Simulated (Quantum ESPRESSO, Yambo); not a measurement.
# KBr (Fm-3m): G0W0 in Yambo against the bands

How does the gap of KBr (Fm-3m) converge in the bands?

Main program and level: Yambo 5.3.0; PBE and many-body steps on it, plane waves.

### Step 1. The structure

The structure is cubic, space group Fm-3m (No. 225). Conventional cell: a = 6.600 Å, b = 6.600 Å, c = 6.600 Å, α = 90.00°, β = 90.00°, γ = 90.00°. Nearest to K lie 6 Br at 3.30 Å. Nearest to Br lie 6 K at 3.30 Å. Farther neighbours and most contacts between anions are not listed.

Structure file:

```cif
data_structure
_symmetry_space_group_name_H-M 'P 1'
_symmetry_Int_Tables_number 1
_cell_length_a 4.6669
_cell_length_b 4.6669
_cell_length_c 4.6669
_cell_angle_alpha 60.000
_cell_angle_beta 60.000
_cell_angle_gamma 60.000
_cell_volume 71.87
loop_
_atom_site_label
_atom_site_type_symbol
_atom_site_fract_x
_atom_site_fract_y
_atom_site_fract_z
_atom_site_occupancy
K1 K 0.00000 0.00000 0.00000 1
Br2 Br 0.50000 0.50000 0.50000 1
```

The cell and positions come from the Crystallography Open Database and are kept as given unless a step says otherwise.

### Step 2. 39 bands

This step: Yambo 5.3.0; G0W0 on PBE, plane waves, norm-conserving pseudopotentials.

G0W0 replaces the xc potential by the self-energy, built once from these orbitals. Only a window of levels is corrected, while the sums run over the empty bands that the input names.

The input, gw1.in:

```
HF_and_locXC
gw0
dyson
ppa
em1d
rim_cut
RandQpts= 1000000
RandGvec= 1 RL
EXXRLvcs= 76 Ry
VXCRLvcs= 304 Ry
Chimod= "HARTREE"
% BndsRnXp
 1 | 39 |
%
NGsBlkXp= 14.5 Ry
% LongDrXp
 1 | 1 | 1 |
%
% GbndRnge
 1 | 39 |
%
DysSolver= "n"
ExtendOut
PPAPntXp= 27.21138 eV
% QPkrange
 1 | 1 | 12 | 15 |
%
```

Command:

```console
$ OMP_NUM_THREADS=1 mpirun -n 4 yambo -F gw1.in -J gw1 -C gw1 > gw1.log
```

The program printed:

```text
 Yambo, version 5.3.0

 [02] CORE Variables Setup
 =========================

  [... cell, symmetries and grids as in the set-up ...]

  [02.05] Energies & Occupations
  ==============================

  [X] === General ===
  [X] Electronic Temperature                        :  0.000000  0.000000 [eV K]
  [X] Bosonic    Temperature                        :  0.000000  0.000000 [eV K]
  [X] Finite Temperature mode                       : no
  [X] El. density                                   :  0.36174E+24 [cm-3]
  [X] Fermi Level                                   :  2.085286 [eV]

  [X] === Gaps and Widths ===
  [X] Conduction Band Min                           :  4.436154 [eV]
  [X] Valence Band Max                              :  0.000000 [eV]
  [X] Filled Bands                                  :  13
  [X] Empty Bands                                   :    14   474
  [X] Direct Gap                                    :  4.436154 [eV]
  [X] Direct Gap localized at k                     :  1
  [X] Indirect Gap                                  :  4.436154 [eV]
  [X] Indirect Gap between kpts                     :  1  1
  [X] Last valence band width                       :  0.536069 [eV]
  [X] 1st conduction band width                     :  2.953841 [eV]

 [03] Transferred momenta grid and indexing
 ==========================================

 IBZ Q-points                                      :   8
 BZ  Q-points                                      :   64

 K/Q-points units:
 rlu = crystal or reduced units; cc = cartesian coordinates; iku = interal k-units

 Q [1]          [rlu]:  0.000000  0.000000  0.000000
 Q [2]          [rlu]: -0.15345E-16  0.40166E-16  0.25000
 Q [3]          [rlu]:  0.30690E-16 -0.80332E-16 -0.50000
 Q [4]          [rlu]: -0.46171E-17  0.25000      0.25000
 Q [5]          [rlu]: -0.20915E-17  0.25000      0.50000
 Q [6]          [rlu]: -0.24821E-16  0.25000     -0.25000
 Q [7]          [rlu]:  0.92343E-17 -0.50000     -0.50000
 Q [8]          [rlu]:  0.250000 -0.500000 -0.250000

 [04] Coloumb potential Random Integration (RIM)
 ===============================================

  [04.01] RIM initialization
  ==========================

  * Diagonal components only detected *

  8 x (sBL volume)        :  0.063927 [a.u.]
  sBZ random points       :  1000000
  Points outside the sBZ  :   7968281
  RL volume               :  0.511412 [a.u.]
  Integrated volume       :  0.513448 [a.u.]

  [04.02] RIM integrals
  =====================

  Gamma point sphere radius             :  0.072529 [a.u.]
  Points outside the sphere             :   800476
  [Int_sBZ(q=0) 1/q^2]*(Vol_sBZ)^(-1/3) =:  7.776341
                                 should be <:  7.795600

  Summary of Coulomb integrals for non-metallic bands |Q|[au] RIM/Bare

  Q [1] 0.100000E-4 0.997530 * Q [2] 0.218141 1.068480
  Q [4] 0.251888 1.066792 * Q [6] 0.356223 1.029814
  Q [5] 0.417709 1.022655 * Q [3] 0.436282 1.020683
  Q [7] 0.503776 1.017590 * Q [8] 0.563238 1.014367

 [WARNING] [Xp] User bands 1-39 break level degeneracy

 [05] Dipoles
 ============

  [05.01] Setup: observables and procedures
  =========================================

 [06] Dynamic Dielectric Matrix (PPA)
 ====================================

 [WR./gw1//ndb.pp]---------------------------------------------------------------
  Brillouin Zone Q/K grids (IBZ/BZ)                :    8   64    8   64
  RL vectors                                       :   6567 [WF]
  Coulomb cutoff potential                         : none
  Electronic Temperature                           :  0.000000 [K]
  Bosonic    Temperature                           :  0.000000 [K]
  PPA    diel. fun.  energies                      : Perdew, Burke & Ernzerhof(X)+Perdew, Burke & Ernzerhof(C)
  wavefunctions                                    : Perdew, Burke & Ernzerhof(X)+Perdew, Burke & Ernzerhof(C)
  Global Gauge                                     : length
  X matrix size                                    :   459
  X band range                                     :    1   39
  X e/h energy range                               : -1.000000 -1.000000 [eV]
  X Time ordering                                  : R
  X Hxc Kernel                                     : HARTREE
  X Drude frequency                                :  0.000000  0.000000
  X poles                                          :  100.0000 [o/o]
  RL vectors in the sum                            :   6567
  [r,Vnl] included                                 : yes
  Field direction                                  :  0.577350E-5  0.577350E-5  0.577350E-5
  BZ energy Double Grid                            : no
  BZ energy DbGd points                            : 0
  BZ Q point size factor                           : -1.000000
  X Optical Averaged directions                    : none

 [07] Local Exchange-Correlation + Non-Local Fock
 ================================================

 [VXC] Plane waves :   43599
 [EXS] Plane waves :   5577

 QP @ state[ 1 ] K range:  1  1
 QP @ state[ 1 ] b range:  12  15

 [xc] Functional : Perdew, Burke & Ernzerhof(X)+Perdew, Burke & Ernzerhof(C)
 [xc] LIBXC used to calculate xc functional
  PP Number of Atomic Species                      :  2
  NLCC RL compoments                               :   43599
  PP Number of Atomic Species                      :  2
  NLCC RL compoments                               :   43599

 [xc] E_xc :  -16.87313 [Ha]
      E_xc :  -33.74626 [Ry]

  Local XC kind (lXC) : Perdew, Burke & Ernzerhof(X)+Perdew, Burke & Ernzerhof(C)
  Non-Local XC kind (nlXC) : Hartree-Fock

  Corrections @ K [1] :  [eV]
 <12|nlXC|12> = -19.54507 -0.66412E-17 <12|lXC|12> = -14.35201  0.56645E-15
 <13|nlXC|13> = -19.54501 -0.52136E-17 <13|lXC|13> = -14.35201 -0.23602E-16
 <14|nlXC|14> = -3.946253  0.22324E-17 <14|lXC|14> = -7.314515  0.37763E-15
 <15|nlXC|15> = -3.767110  0.64592E-19 <15|lXC|15> = -8.482834 -0.47204E-16

 [08] Dyson equation: Newton solver
 ==================================

  [08.01] G0W0 (W PPA)
  ====================

  [  GW  ] Bands range     :    1   39
  [GW/PPA] G damping       :  0.100000 [eV]

  QP @ state[ 1 ] K range:  1  1
  QP @ state[ 1 ] b range:  12  15

   Sc/G bands                                       :    1   39
   Sc/G damping                                     :  0.100000 ev
   Sc bands terminator                              : no
   Sx RL components                                 :   5577

   QP @ state[ 1 ] K range                          :  1  1
   QP @ state[ 1 ] b range                          :  12  15
   GF energies kind                                 : Perdew, Burke & Ernzerhof(X)+Perdew, Burke & Ernzerhof(C)
   GF WF`s kind                                     : Perdew, Burke & Ernzerhof(X)+Perdew, Burke & Ernzerhof(C)
   Xs energies kind                                 : Perdew, Burke & Ernzerhof(X)+Perdew, Burke & Ernzerhof(C)
   Xs WF`s kind                                     : Perdew, Burke & Ernzerhof(X)+Perdew, Burke & Ernzerhof(C)

 [11] Game Over & Game summary
```

Elapsed: 53 s, on 4 MPI ranks of Arm Neoverse V1, shared host; peak memory 1.8 GiB; 3.4 min of CPU time.

Numbers from this step:

- G0W0 gap on the points computed: 7.550 eV
- starting gap on the mesh: 4.436 eV
- k of the valence top: 0, 0, 0
- k of the conduction bottom: 0, 0, 0
- least direct G0W0 gap on the computed points: 7.550 eV
- Z at the valence top: 0.8333
- Z at the conduction bottom: 0.8778

The gap on the mesh goes from 4.44 eV to 7.55 eV, a correction of +3.11 eV.

### Step 3. 70 bands

The input, gw2.in:

```
HF_and_locXC
gw0
dyson
ppa
em1d
rim_cut
RandQpts= 1000000
RandGvec= 1 RL
EXXRLvcs= 76 Ry
VXCRLvcs= 304 Ry
Chimod= "HARTREE"
% BndsRnXp
 1 | 70 |
%
NGsBlkXp= 14.5 Ry
% LongDrXp
 1 | 1 | 1 |
%
% GbndRnge
 1 | 70 |
%
DysSolver= "n"
ExtendOut
PPAPntXp= 27.21138 eV
% QPkrange
 1 | 1 | 12 | 15 |
%
```

Command:

```console
$ OMP_NUM_THREADS=1 mpirun -n 4 yambo -F gw2.in -J gw2 -C gw2 > gw2.log
```

The program printed:

```text
 Yambo, version 5.3.0

 [02] CORE Variables Setup
 =========================

  [... cell, symmetries and grids as in the set-up ...]

  [02.05] Energies & Occupations
  ==============================

  [X] === General ===
  [X] Electronic Temperature                        :  0.000000  0.000000 [eV K]
  [X] Bosonic    Temperature                        :  0.000000  0.000000 [eV K]
  [X] Finite Temperature mode                       : no
  [X] El. density                                   :  0.36174E+24 [cm-3]
  [X] Fermi Level                                   :  2.085286 [eV]

  [X] === Gaps and Widths ===
  [X] Conduction Band Min                           :  4.436154 [eV]
  [X] Valence Band Max                              :  0.000000 [eV]
  [X] Filled Bands                                  :  13
  [X] Empty Bands                                   :    14   474
  [X] Direct Gap                                    :  4.436154 [eV]
  [X] Direct Gap localized at k                     :  1
  [X] Indirect Gap                                  :  4.436154 [eV]
  [X] Indirect Gap between kpts                     :  1  1
  [X] Last valence band width                       :  0.536069 [eV]
  [X] 1st conduction band width                     :  2.953841 [eV]

 [03] Transferred momenta grid and indexing
 ==========================================

 IBZ Q-points                                      :   8
 BZ  Q-points                                      :   64

 K/Q-points units:
 rlu = crystal or reduced units; cc = cartesian coordinates; iku = interal k-units

 Q [1]          [rlu]:  0.000000  0.000000  0.000000
 Q [2]          [rlu]: -0.15345E-16  0.40166E-16  0.25000
 Q [3]          [rlu]:  0.30690E-16 -0.80332E-16 -0.50000
[...]
================================================

 [VXC] Plane waves :   43599
 [EXS] Plane waves :   5577

 QP @ state[ 1 ] K range:  1  1
 QP @ state[ 1 ] b range:  12  15

 [xc] Functional : Perdew, Burke & Ernzerhof(X)+Perdew, Burke & Ernzerhof(C)
 [xc] LIBXC used to calculate xc functional
  PP Number of Atomic Species                      :  2
  NLCC RL compoments                               :   43599
  PP Number of Atomic Species                      :  2
  NLCC RL compoments                               :   43599

 [xc] E_xc :  -16.87313 [Ha]
      E_xc :  -33.74626 [Ry]

  Local XC kind (lXC) : Perdew, Burke & Ernzerhof(X)+Perdew, Burke & Ernzerhof(C)
  Non-Local XC kind (nlXC) : Hartree-Fock

  Corrections @ K [1] :  [eV]
 <12|nlXC|12> = -19.54507 -0.66412E-17 <12|lXC|12> = -14.35201  0.56645E-15
 <13|nlXC|13> = -19.54501 -0.52136E-17 <13|lXC|13> = -14.35201 -0.23602E-16
 <14|nlXC|14> = -3.946253  0.22324E-17 <14|lXC|14> = -7.314515  0.37763E-15
 <15|nlXC|15> = -3.767110  0.64592E-19 <15|lXC|15> = -8.482834 -0.47204E-16

 [08] Dyson equation: Newton solver
 ==================================

  [08.01] G0W0 (W PPA)
  ====================

  [  GW  ] Bands range     :    1   70
  [GW/PPA] G damping       :  0.100000 [eV]

  QP @ state[ 1 ] K range:  1  1
  QP @ state[ 1 ] b range:  12  15

   Sc/G bands                                       :    1   70
   Sc/G damping                                     :  0.100000 ev
   Sc bands terminator                              : no
   Sx RL components                                 :   5577

   QP @ state[ 1 ] K range                          :  1  1
   QP @ state[ 1 ] b range                          :  12  15
   GF energies kind                                 : Perdew, Burke & Ernzerhof(X)+Perdew, Burke & Ernzerhof(C)
   GF WF`s kind                                     : Perdew, Burke & Ernzerhof(X)+Perdew, Burke & Ernzerhof(C)
   Xs energies kind                                 : Perdew, Burke & Ernzerhof(X)+Perdew, Burke & Ernzerhof(C)
   Xs WF`s kind                                     : Perdew, Burke & Ernzerhof(X)+Perdew, Burke & Ernzerhof(C)

 [11] Game Over & Game summary
```

Wall time 1.7 min (4 MPI ranks); peak memory 1.8 GiB; 6.7 min of CPU time.

This step gave:

```
G0W0 gap on the points computed              : 7.573 eV
starting gap on the mesh                     : 4.436 eV
k of the valence top                         : 0, 0, 0
k of the conduction bottom                   : 0, 0, 0
least direct G0W0 gap on the computed points : 7.573 eV
Z at the valence top                         : 0.8301
Z at the conduction bottom                   : 0.8747
```

Against the run before, the gap moves by +0.023 eV.

### Step 4. 129 bands

The input, gw3.in:

```
HF_and_locXC
gw0
dyson
ppa
em1d
rim_cut
RandQpts= 1000000
RandGvec= 1 RL
EXXRLvcs= 76 Ry
VXCRLvcs= 304 Ry
Chimod= "HARTREE"
% BndsRnXp
 1 | 129 |
%
NGsBlkXp= 14.5 Ry
% LongDrXp
 1 | 1 | 1 |
%
% GbndRnge
 1 | 129 |
%
DysSolver= "n"
ExtendOut
PPAPntXp= 27.21138 eV
% QPkrange
 1 | 1 | 12 | 15 |
%
```

Command:

```console
$ OMP_NUM_THREADS=1 mpirun -n 4 yambo -F gw3.in -J gw3 -C gw3 > gw3.log
```

The program printed:

```text
 Yambo, version 5.3.0

 [02] CORE Variables Setup
 =========================

  [... cell, symmetries and grids as in the set-up ...]

  [02.05] Energies & Occupations
  ==============================

  [X] === General ===
  [X] Electronic Temperature                        :  0.000000  0.000000 [eV K]
  [X] Bosonic    Temperature                        :  0.000000  0.000000 [eV K]
  [X] Finite Temperature mode                       : no
  [X] El. density                                   :  0.36174E+24 [cm-3]
[...]
Sx RL components                                 :   5577

   QP @ state[ 1 ] K range                          :  1  1
   QP @ state[ 1 ] b range                          :  12  15
   GF energies kind                                 : Perdew, Burke & Ernzerhof(X)+Perdew, Burke & Ernzerhof(C)
   GF WF`s kind                                     : Perdew, Burke & Ernzerhof(X)+Perdew, Burke & Ernzerhof(C)
   Xs energies kind                                 : Perdew, Burke & Ernzerhof(X)+Perdew, Burke & Ernzerhof(C)
   Xs WF`s kind                                     : Perdew, Burke & Ernzerhof(X)+Perdew, Burke & Ernzerhof(C)

 [11] Game Over & Game summary
```

Run time: 3.2 min. Hardware: 4 MPI ranks; peak memory 1.8 GiB.

Numbers from this step:

```yaml
g0w0_gap_on_the_points_computed: 7.669 eV
starting_gap_on_the_mesh: 4.436 eV
k_of_the_valence_top: 0, 0, 0
k_of_the_conduction_bottom: 0, 0, 0
least_direct_g0w0_gap_on_the_computed_points: 7.669 eV
```

Against the run before, the gap moves by +0.096 eV.

[end of part 1 of 2]

[Paths, hosts, dates, memory and timing lines, banners, echoed tables and standing remarks are left out of the program output.]

[Logs are printed without paths, hosts, clocks, repeated set-up lines and the standing remarks that a program may print on its own settings, such as how far it seeks lower states.]

[Runs of the session that timed out or met a known fault of the program may be left out.]

[Hosts, paths, dates, database ids (printed as entryN), source tags and the programs' standing remarks are cut or masked in the printed files.]
